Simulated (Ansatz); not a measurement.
# Ni: single point with PBEsol

The system is Ni.

```
CELL_PARAMETERS angstrom
2.44802 0.00000 0.00000
-1.22401 2.12005 0.00000
0.00000 0.00000 4.07281
ATOMIC_POSITIONS crystal
Ni 0.66667 0.33333 0.75000
Ni 0.33333 0.66667 0.25000
```

This isn't the form of Ni at room conditions, which is fcc.

| Quantity | Value |
| --- | --- |
| Program | Ansatz 0.2.0 |
| Task | single point |
| Functional | PBEsol |
| Potentials or basis | Ansatz PAW |
| Cutoff | 420 eV (not typed: the program's choice for these potentials) |
| k mesh | 10 × 10 × 6 |
| Occupations | fermi-dirac, width 0.05 eV |
| Spin | collinear spin, ferromagnetic start |
| Starting moments | [2.0, 2.0] μB |
| Fixed moment | 4 μB |

```json
{
 "Pressure": "25.1 GPa",
 "Net moment": "4.00 μB per cell",
 "Absolute moment": "4.00 μB per cell",
 "Site moments": "Ni +1.80 μB"
}
```

Stress tensor (GPa, compression positive):
```
28.85  0.00  0.00
 0.00 28.85  0.00
 0.00  0.00 17.61
```

Wall time 2 s on 2 threads of Arm Neoverse V2, with other jobs on the host, peak memory 0.29 GiB.

Caveat: the total moment is fixed, so each spin has its own Fermi level; the PAW data sets come from PBE, with cores solved anew for the run's functional, which leaves a small shift of forces and pressure; the thresholds are loose for stress.
